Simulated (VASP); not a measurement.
A run of VASP 6.6.1 is set up as follows.

The input INCAR:

```
SYSTEM = CaF2
PREC = Accurate
ENCUT = 600
EDIFF = 1E-7
ISMEAR = 0
SIGMA = 0.01
LREAL = .FALSE.
LASPH = .TRUE.
NELM = 80
ALGO = Normal
ISIF = 3
LWAVE = .FALSE.
LCHARG = .FALSE.
GGA = PS
IBRION = 2
NSW = 80
EDIFFG = -0.001
```

File KPOINTS:

```
regular mesh
0
G
  8 8 8
  0 0 0
```

File POSCAR:

```
CaF2
1.0
    0.0000000000      2.7103819580      2.7103819580
    2.7103819580      0.0000000000      2.7103819580
    2.7103819580      2.7103819580      0.0000000000
Ca F
1 2
Direct
    0.0000000000      0.0000000000      0.0000000000
    0.2500000000      0.2500000000      0.2500000000
    0.7500000000      0.7500000000      0.7500000000
```

Potentials or basis: VASP PAW PBE potentials, release 64 (Ca_sv, F).

The run is started by

```bash
$ cat potpaw_PBE.64/Ca_sv/POTCAR potpaw_PBE.64/F/POTCAR > POTCAR
$ mpirun -np 1 vasp_std > vasp.out
```

(1) Estimate the space group after relaxing (to 0.05 Å).

(2) What does it give for the relaxed volume?

Answers

(1) Fm-3m (No. 225).

(2) 13.31 Å³/atom.

Caveat: the PAW data sets were made with another functional, which shifts forces and pressure a little.
